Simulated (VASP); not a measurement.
# Ho (Fm-3m) in VASP: single point with LDA

Aim: the single point of Ho with LDA.

All numbers are computed with VASP 6.6.1; they aren't measurements. Logs are shortened: lines on timing, memory, paths and dates and some standing lists are left out, and cuts for length are marked.

**1. The undisturbed crystal**

It takes space group Fm-3m (No. 225, cubic). Conventional cell: a = 4.988 Å, b = 4.988 Å, c = 4.988 Å, α = 90.00°, β = 90.00°, γ = 90.00°. Ho (site symmetry m-3m) has 12 Ho at 3.53 Å as nearest neighbours.

This isn't the form of Ho at room conditions, which is hcp.

**2. Single point, LDA, collinear spin, typed start (functional lda, volume scaled by 0.96)**

Contents of INCAR:

```
ALGO = Normal
EDIFF = 1E-6
ENCUT = 520
GGA = CA
ISIF = 2
ISMEAR = -1
ISPIN = 2
LASPH = True
LCHARG = True
LELF = True
LMAXMIX = 6
LORBIT = 11
LREAL = False
LVHAR = True
LWAVE = False
MAGMOM = 4
NBANDS = 20
NELM = 150
PREC = Accurate
SIGMA = 0.03
```

Contents of KPOINTS:

```
k-points
0
Gamma
  13 13 13
```

Contents of POSCAR:

```
Ho
1.0
    0.0000000000      2.4605351947      2.4605351947
    2.4605351947      0.0000000000      2.4605351947
    2.4605351947      2.4605351947      0.0000000000
Ho
1
Direct
    0.0000000000      0.0000000000      0.0000000000
```

Potentials or basis: VASP PAW PBE potentials, release 64 (Ho).

Command:

```bash
> cat potpaw_PBE.64/Ho/POTCAR > POTCAR
> mpirun -np 1 vasp_std > vasp.out
```

OUTCAR:

```text
EDIFF = 1E-6
   ENCUT = 520
   GGA = CA
   ISIF = 2
   ISMEAR = -1
   ISPIN = 2
   LASPH = True
   LORBIT = 11
   LREAL = False
   NELM = 150
   PREC = Accurate

 ion  position               nearest neighbor table
   1  0.000  0.000  0.000-

  LATTYP: Found a face centered cubic cell.
 ALAT       =     4.9210703894

  Lattice vectors:

 A1 = (   0.0000000000,   2.4605351947,   2.4605351947)
 A2 = (   2.4605351947,   0.0000000000,   2.4605351947)
 A3 = (   2.4605351947,   2.4605351947,   0.0000000000)

Analysis of symmetry for initial positions (statically):
=====================================================================
 Subroutine PRICEL returns:
 Original cell was already a primitive cell.

 Routine SETGRP: Setting up the symmetry group for a
 face centered cubic supercell.

 Subroutine GETGRP returns: Found 48 space group operations
 (whereof 48 operations were pure point group operations)
 out of a pool of 48 trial point group operations.

The static configuration has the point symmetry O_h .

Analysis of symmetry for dynamics (positions and initial velocities):
=====================================================================
 Subroutine PRICEL returns:
 Original cell was already a primitive cell.

 Routine SETGRP: Setting up the symmetry group for a
 face centered cubic supercell.

 Subroutine GETGRP returns: Found 48 space group operations
 (whereof 48 operations were pure point group operations)
 out of a pool of 48 trial point group operations.

The dynamic configuration has the point symmetry O_h .

Analysis of structural, dynamic, and magnetic symmetry:
=====================================================================
 Subroutine PRICEL returns:
 Original cell was already a primitive cell.

 Routine SETGRP: Setting up the symmetry group for a
 face centered cubic supercell.

 Subroutine GETGRP returns: Found 48 space group operations
 (whereof 48 operations were pure point group operations)
 out of a pool of 48 trial point group operations.

The overall configuration has the point symmetry O_h .

 Subroutine INISYM returns: Found 48 space group operations
 (whereof 48 operations are pure point group operations),
 and found     1 'primitive' translations

----------------------------------------------------------------------------------------

                                     Primitive cell

  volume of cell :      29.7933

  direct lattice vectors                    reciprocal lattice vectors
[... 99 lines left out ...]
   EFERMI =   0.00;   METHOD = LEGACY
   ISMEAR =    -1;   SIGMA  =   0.03  broadening in eV -4-tet -1-fermi 0-gaus
   EFERMI_NEDOS =   21; number of points for ismear=-14 and -15
   IALGO  =     38    algorithm
   IMIX   =      4    mixing-type and parameters
     AMIX     =   0.40;   BMIX     =  1.00
     AMIX_MAG =   1.60;   BMIX_MAG =  1.00
  volume/ion in A,a.u.               =      29.79       201.06
  Fermi-wavevector in a.u.,A,eV,Ry     =   1.456940  2.753217 28.880737  2.122674
  Thomas-Fermi vector in A             =   2.573800
   LORBIT       =     11    0 simple, 1 ext, 2 COOP (PROOUT), +10 PAW based schemes
   GGA     = CA    functional components
   LHFCALC =     F    Hartree Fock is set to
   AEXX    =    0.0000 exact exchange contribution
   IVDW    =     0    specifies the selected vdW correction
   LEPSILON=     F    determine dielectric tensor
   LRPA    =     F    only Hartree local field effects (RPA)
 spin polarized calculation
  energy-cutoff  :      520.00
  volume of cell :       29.79
 maximum number of plane-waves:       821
 NGX is ok and might be reduce to    28
   NGX = 13   NGY = 13   NGZ = 13

 number of electron      20.9999984 magnetization       3.5079472

 Free energy of the ion-electron system (eV)
  ---------------------------------------------------
  ext. energy  EPLUGINS =         0.00000000
  ---------------------------------------------------
  free energy    TOTEN  =        -6.45891147 eV

  energy without entropy =       -6.43171371  energy(sigma->0) =       -6.44531259

 E-fermi :   2.4577     XC(G=0): -10.6639

 val. band max:        2.4529666231   @ k =   0.3846   0.3846   0.0000
 cond. band min:       2.4639059808   @ k =  -0.3077   0.3846   0.0769
 fundamental gap:      0.0109393578
 Fermi energy:         2.4577395491

 spin component 1

 k-point     1 :       0.0000    0.0000    0.0000
  band No.  band energies     occupation
      1     -45.2922      1.00000
      2     -20.0769      1.00000
      3     -20.0769      1.00000
      4     -20.0769      1.00000
      5      -2.7337      1.00000
      6      -0.3129      1.00000
[... 541 lines left out ...]
     19      14.0513      0.00000
     20      16.1069      0.00000

 [... further k-points ...]

 spin component 2

 k-point     1 :       0.0000    0.0000    0.0000
  band No.  band energies     occupation
      1     -43.8941      1.00000
      2     -19.0372      1.00000
      3     -19.0372      1.00000
      4     -19.0372      1.00000
      5      -2.5742      1.00000
      6       1.9199      1.00000
[... 541 lines left out ...]
     19      14.2719      0.00000
     20      16.4619      0.00000

 [... further k-points ...]

------------------------ aborting loop because EDIFF is reached ----------------------------------------

  FORCE on cell =-STRESS in cart. coord.  units (eV):
  Direction    XX          YY          ZZ          XY          YZ          ZX
  --------------------------------------------------------------------------------------
  -------------------------------------------------------------------------------------
  Total       -0.2556543     -0.2556543     -0.2556543     -0.0000000     -0.0000000     -0.0000000
  in kB      -13.7481700    -13.7481700    -13.7481700     -0.0000000     -0.0000000     -0.0000000
  external PRESSURE =     -13.7481700 kB  Pullay stress =       0.0000000 kB

 VOLUME and BASIS-vectors are now :
 -----------------------------------------------------------------------------
  energy-cutoff  :      520.00
  volume of cell :       29.79
      direct lattice vectors                 reciprocal lattice vectors
     0.000000000  2.460535195  2.460535195    -0.203207823  0.203207823  0.203207823
     2.460535195  0.000000000  2.460535195     0.203207823 -0.203207823  0.203207823
     2.460535195  2.460535195  0.000000000     0.203207823  0.203207823 -0.203207823

 POSITION                                       TOTAL-FORCE (eV/Angst)
 -----------------------------------------------------------------------------------
      0.00000      0.00000      0.00000         0.000000      0.000000     -0.000000
 -----------------------------------------------------------------------------------
    total drift:                               -0.000000     -0.000000     -0.000000

  FREE ENERGIE OF THE ION-ELECTRON SYSTEM (eV)
  ---------------------------------------------------
  free  energy   TOTEN  =        -6.4589114674 eV

  energy  without entropy=       -6.4317137068  energy(sigma->0) =       -6.44531259

 total charge

# of ion       s       p       d       f       tot
--------------------------------------------------
    1        2.131   5.680   0.457  10.323  18.592

 magnetization (x)

# of ion       s       p       d       f       tot
--------------------------------------------------
    1        0.004  -0.023   0.030   3.443   3.454
```

OSZICAR:

```text
N       E                     dE             d eps       ncg     rms          rms(c)
DAV:   1     0.102304316834E+03    0.10230E+03   -0.73054E+03  8860   0.557E+03
DAV:   2     0.671363787425E+01   -0.95591E+02   -0.88574E+02  8464   0.403E+02
DAV:   3    -0.444254692500E+01   -0.11156E+02   -0.10598E+02  9224   0.906E+01
DAV:   4    -0.634208531612E+01   -0.18995E+01   -0.18440E+01 13140   0.246E+01
[... 25 lines left out ...]
DAV:  30    -0.645892233577E+01    0.10303E-03   -0.50339E-05 11512   0.297E-01    0.835E-01
DAV:  31    -0.645891075108E+01    0.11585E-04   -0.10505E-05 12192   0.120E-01    0.371E-01
DAV:  32    -0.645891207443E+01   -0.13233E-05   -0.48009E-06  9888   0.784E-02    0.121E-01
DAV:  33    -0.645891103855E+01    0.10359E-05   -0.14805E-06  5984   0.256E-02    0.304E-02
DAV:  34    -0.645891146737E+01   -0.42882E-06   -0.59419E-07  4656   0.171E-02
   1 F= -.64589115E+01 E0= -.64453126E+01  d E =-.271978E-01  mag=     3.5080
```

Wall time 5.2 min (1 thread of Intel Xeon Platinum 8259CL at 2.50GHz (Skylake/Cascade Lake), shared host); peak memory 0.22 GiB.

What came out:

| Item | Value |
| --- | --- |
| Free energy | -6.4589 eV |
| Pressure | -1.4 GPa |
| Band gap on the k mesh | none (metal or under the smearing width) |
| Net moment | 3.51 μB per cell |
| Site moments | Ho +3.45 μB |
| Valence electrons inside the program's atomic spheres | Ho 18.59 |

Caveat: the magnetic or orbital state may not be the lowest; the PAW data sets were made with another functional, which shifts forces and pressure a little; spin-orbit coupling is left out, which moves the levels of the heavy elements. The state reached can hang on the start; a lower one may exist.
